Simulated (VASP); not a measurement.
# Hf (P6_3/mmc) in VASP: settings compared

One crystal, Hf, is run at these levels: PBEsol, RPBE; tasks: relaxation of cell and atoms.

Everything below comes from runs of VASP 6.6.1. Logs are shortened: lines on timing, memory, paths and dates and some standing lists are left out, and cuts for length are marked.

## Step 1: The crystal as given

It takes space group P6_3/mmc (No. 194, hexagonal). The conventional cell has a = 3.192 Å, b = 3.192 Å, c = 5.045 Å, α = 90.00°, β = 90.00°, γ = 120.00°. Hf (site symmetry -6m2) is surrounded by 12 Hf at 3.12 to 3.19 Å.

## Step 2: Relaxation of cell and atoms, PBEsol

INCAR reads:

```
PREC = Accurate
ENCUT = 480
EDIFF = 1E-7
ISMEAR = 0
SIGMA = 0.1
LREAL = F
LASPH = T
NELM = 80
ALGO = Normal
ISIF = 3
LWAVE = F
LCHARG = F
GGA = PS
IBRION = 2
NSW = 90
EDIFFG = -0.005
```

KPOINTS reads:

```
Automatic mesh
0
Gamma
  15 15 8
```

POSCAR reads:

```
Hf
1.0
    3.1923846300      0.0000000000      0.0000000000
   -1.5961923200      2.7646861900      0.0000000000
    0.0000000000      0.0000000000      5.0450416400
Hf
2
Direct
    0.3333333300      0.6666666700      0.2500000000
    0.6666666700      0.3333333300      0.7500000000
```

Potentials or basis: VASP PAW PBE potentials, release 64 (Hf_pv).

Started as:

```
cat potpaw_PBE.64/Hf_pv/POTCAR > POTCAR
mpirun -np 1 vasp_std > vasp.out
```

OUTCAR:

```text
PREC = Accurate
   ENCUT = 480
   EDIFF = 1E-7
   ISMEAR = 0
   LREAL = F
   LASPH = T
   NELM = 80
   ISIF = 3
   GGA = PS
   IBRION = 2
   NSW = 90
   EDIFFG = -0.005

 ion  position               nearest neighbor table
   1  0.333  0.667  0.250-   2 3.12   2 3.12   2 3.12   2 3.12   2 3.12   2 3.12
   2  0.667  0.333  0.750-   1 3.12   1 3.12   1 3.12   1 3.12   1 3.12   1 3.12

  LATTYP: Found a hexagonal cell.
 ALAT       =     3.1923846300
 C/A-ratio  =     1.5803364020

  Lattice vectors:

 A1 = (   3.1923846300,   0.0000000000,   0.0000000000)
 A2 = (  -1.5961923200,   2.7646861900,   0.0000000000)
 A3 = (   0.0000000000,   0.0000000000,   5.0450416400)

Analysis of symmetry for initial positions (statically):
=====================================================================
 Subroutine PRICEL returns:
 Original cell was already a primitive cell.

 Routine SETGRP: Setting up the symmetry group for a
 hexagonal supercell.

 Subroutine GETGRP returns: Found 24 space group operations
 (whereof 12 operations were pure point group operations)
 out of a pool of 24 trial point group operations.

The static configuration has the point symmetry D_3d.
 The point group associated with its full space group is D_6h.

Analysis of symmetry for dynamics (positions and initial velocities):
=====================================================================
 Subroutine PRICEL returns:
 Original cell was already a primitive cell.

 Routine SETGRP: Setting up the symmetry group for a
 hexagonal supercell.

 Subroutine GETGRP returns: Found 24 space group operations
 (whereof 12 operations were pure point group operations)
 out of a pool of 24 trial point group operations.

The dynamic configuration has the point symmetry D_3d.
 The point group associated with its full space group is D_6h.

 Subroutine INISYM returns: Found 24 space group operations
 (whereof 12 operations are pure point group operations),
 and found     1 'primitive' translations

----------------------------------------------------------------------------------------

                                     Primitive cell

  volume of cell :      44.5272

  direct lattice vectors                    reciprocal lattice vectors
     3.192384630  0.000000000  0.000000000     0.313245463  0.180852353  0.000000000
    -1.596192320  2.764686190  0.000000000     0.000000000  0.361704704  0.000000000
     0.000000000  0.000000000  5.045041640     0.000000000  0.000000000  0.198214419

  length of vectors
[... 106 lines left out ...]
   LORBIT       =      0    0 simple, 1 ext, 2 COOP (PROOUT), +10 PAW based schemes
   GGA     = PS    functional components
   LHFCALC =     F    Hartree Fock is set to
   AEXX    =    0.0000 exact exchange contribution
   IVDW    =     0    specifies the selected vdW correction
   LEPSILON=     F    determine dielectric tensor
   LRPA    =     F    only Hartree local field effects (RPA)
 conjugate gradient relaxation of ions
 non-spin polarized calculation
 Gauss-broadening in eV      SIGMA  =   0.10
  energy-cutoff  :      480.00
  volume of cell :       44.53
 maximum number of plane-waves:      1088
 NGX is ok and might be reduce to    24
   NGX = 11   NGY = 11   NGZ = 19

--------------------------------------- Ionic step        1  -------------------------------------------

 number of electron      20.0000003 magnetization

 Free energy of the ion-electron system (eV)
  ---------------------------------------------------
  ext. energy  EPLUGINS =         0.00000000
  ---------------------------------------------------
  free energy    TOTEN  =       -20.99352015 eV

  energy without entropy =      -20.98609124  energy(sigma->0) =      -20.98980569

------------------------ aborting loop because EDIFF is reached ----------------------------------------

  FORCE on cell =-STRESS in cart. coord.  units (eV):
  Direction    XX          YY          ZZ          XY          YZ          ZX
  --------------------------------------------------------------------------------------
  -------------------------------------------------------------------------------------
  Total       -0.9950964     -0.9950964     -1.0339038      0.0000000     -0.0000000     -0.0000000
  in kB      -35.8055151    -35.8055151    -37.2018831      0.0000001     -0.0000000     -0.0000000
  external PRESSURE =     -36.2709711 kB  Pullay stress =       0.0000000 kB
[... 167 lines left out ...]
--------------------------------------- Ionic step        6  -------------------------------------------

 number of electron      19.9999996 magnetization

 Free energy of the ion-electron system (eV)
  ---------------------------------------------------
  ext. energy  EPLUGINS =         0.00000000
  ---------------------------------------------------
  free energy    TOTEN  =       -21.01044557 eV

  energy without entropy =      -21.00304284  energy(sigma->0) =      -21.00674421

 E-fermi :   5.0310     XC(G=0): -11.5668

 val. band max:        5.0203818035   @ k =   0.0667   0.0667   0.1250
 cond. band min:       5.0446397458   @ k =   0.0667   0.0000   0.5000
 fundamental gap:      0.0242579423
 Fermi energy:         5.0309638788

 k-point     1 :       0.0000    0.0000    0.0000
  band No.  band energies     occupation
      1     -25.9877      2.00000
      2     -25.1361      2.00000
      3     -25.1361      2.00000
      4     -24.9927      2.00000
      5     -24.9897      2.00000
      6     -24.9897      2.00000
      7      -2.4927      2.00000
      8       1.1925      2.00000
      9       5.8480      0.00000
     10       6.1965      0.00000
     11       6.1965      0.00000
     12       6.5073      0.00000
     13       7.0644      0.00000
     14       7.0644      0.00000
[... 377 lines left out ...]
      1     -25.7209      2.00000
      2     -25.5553      2.00000
      3     -25.5006      2.00000
      4     -25.4511      2.00000
      5     -25.3006      2.00000
      6     -25.2374      2.00000
      7       2.4108      2.00000
      8       2.7365      2.00000
      9       2.9725      2.00000
     10       3.8285      2.00000
     11       5.3976      0.00000
     12       5.7050      0.00000
     13       6.9529      0.00000
     14      10.3032      0.00000

 [... further k-points ...]

------------------------ aborting loop because EDIFF is reached ----------------------------------------

  FORCE on cell =-STRESS in cart. coord.  units (eV):
  Direction    XX          YY          ZZ          XY          YZ          ZX
  --------------------------------------------------------------------------------------
  -------------------------------------------------------------------------------------
  Total        0.0009700      0.0009700     -0.0024913     -0.0000000     -0.0000000     -0.0000000
  in kB        0.0360850      0.0360850     -0.0926737     -0.0000000     -0.0000000     -0.0000000
  external PRESSURE =      -0.0068346 kB  Pullay stress =       0.0000000 kB
[... 17 lines left out ...]
  FREE ENERGIE OF THE ION-ELECTRON SYSTEM (eV)
  ---------------------------------------------------
  free  energy   TOTEN  =       -21.0104455721 eV

  energy  without entropy=      -21.0030428408  energy(sigma->0) =      -21.00674421

 reached required accuracy - stopping structural energy minimisation
```

It took 84 s on 1 thread of Intel Xeon 6975P-C (Granite Rapids), shared host; peak memory 0.21 GiB.

What came out:

```
Free energy                            : -21.0104 eV
Relaxed volume                         : 21.53 Å³/atom
Relaxed cell                           : a = 3.158 Å, b = 3.158 Å, c = 4.988 Å, α = 90.00°, β = 90.00°, γ = 120.00°
Space group after relaxing (to 0.05 Å) : P6_3/mmc (No. 194)
Energy gained by relaxing              : 8.5 meV/atom
Ionic steps                            : 6
Pressure after relaxing                : 0.0 GPa
Band gap on the k mesh                 : none (metal or under the smearing width)
```

Step by step:
```
step  energy change (eV)  largest force (eV/Å)  pressure (GPa)  volume (Å³)
   1              0.0000                0.0000           -3.63        44.53
   2              0.0090                0.0000            5.02        41.36
   3             -0.0169                0.0000           -0.03        43.08
   4             -0.0169                0.0000            0.05        43.05
   5             -0.0169                0.0000           -0.05        43.09
   6             -0.0169                0.0000            0.00        43.07
```

Final structure:
```yaml
crystal:
  lattice:
    - [3.15768, 0.00000, 0.00000]
    - [-1.57884, 2.73463, 0.00000]
    - [0.00000, 0.00000, 4.98777]
  atoms:
    - { symbol: Hf, position: [0.33333, 0.66667, 0.25000] }
    - { symbol: Hf, position: [0.66667, 0.33333, 0.75000] }
```

Levels at points of the mesh, in eV from the Fermi level:
```tsv
k point	band 8	band 9	band 10	band 11	band 12	band 13
(0.00, 0.00, 0.00)	-3.84	0.82	1.17	1.17	1.48	2.03
(0.00, 0.00, 0.50)	-5.47	0.14	0.14	1.05	1.05	1.05
```

Caveat: the PAW data sets were made with another functional, which shifts forces and pressure a little.

## Step 3: Relaxation of cell and atoms, RPBE

Edit INCAR of step 2 so:

```diff
@@ -1,3 +1,3 @@
 PREC = Accurate
-ENCUT = 480
+ENCUT = 600
 EDIFF = 1E-7
@@ -12,3 +12,3 @@
 LCHARG = F
-GGA = PS
+GGA = RP
 IBRION = 2
```

KPOINTS is that of step 2.

POSCAR is that of step 2.

Potentials or basis: VASP PAW PBE potentials, release 64 (Hf_pv).

Started as:

```
cat potpaw_PBE.64/Hf_pv/POTCAR > POTCAR
mpirun -np 1 vasp_std > vasp.out
```

Run time: 3 min. Hardware: 1 thread of Intel Xeon 6975P-C (Granite Rapids), shared host; peak memory 0.25 GiB.

It converged, with:

| Item | Value |
| --- | --- |
| Free energy | -19.0180 eV |
| Relaxed volume | 23.03 Å³/atom |
| Relaxed cell | a = 3.229 Å, b = 3.229 Å, c = 5.102 Å, α = 90.00°, β = 90.00°, γ = 120.00° |
| Space group after relaxing (to 0.05 Å) | P6_3/mmc (No. 194) |
| Energy gained by relaxing | 8.8 meV/atom |
| Ionic steps | 8 |
| Pressure after relaxing | 0.0 GPa |
| Band gap on the k mesh | none (metal or under the smearing width) |

The path:
```csv
step,energy change (eV),largest force (eV/Å),pressure (GPa),volume (Å³)
1,0.0000,0.0000,3.74,44.53
2,0.0061,0.0000,-3.88,47.96
3,-0.0176,0.0000,-0.02,46.08
4,-0.0176,0.0000,0.05,46.05
5,-0.0176,0.0000,0.05,46.05
6,-0.0176,0.0000,0.05,46.05
7,-0.0176,0.0000,0.04,46.06
8,-0.0176,0.0000,0.01,46.07
```

Final structure:
```yaml
crystal:
  lattice:
    - [3.22883, 0.00000, 0.00000]
    - [-1.61442, 2.79625, 0.00000]
    - [0.00000, 0.00000, 5.10222]
  atoms:
    - { symbol: Hf, position: [0.33333, 0.66667, 0.25000] }
    - { symbol: Hf, position: [0.66667, 0.33333, 0.75000] }
```

Levels at points of the mesh, in eV from the Fermi level:
```tsv
k point	band 7	band 8	band 9	band 10	band 11	band 12	band 13	band 14
(0.00, 0.00, 0.00)	-7.30	-3.63	0.50	1.18	1.18	1.45	1.97	1.97
(0.00, 0.00, 0.50)	-5.37	-5.37	0.15	0.15	1.07	1.07	1.07	1.07
```

Caveat: the PAW data sets were made with another functional, which shifts forces and pressure a little. The run has no spin-orbit coupling, so splittings on Hf are missing.
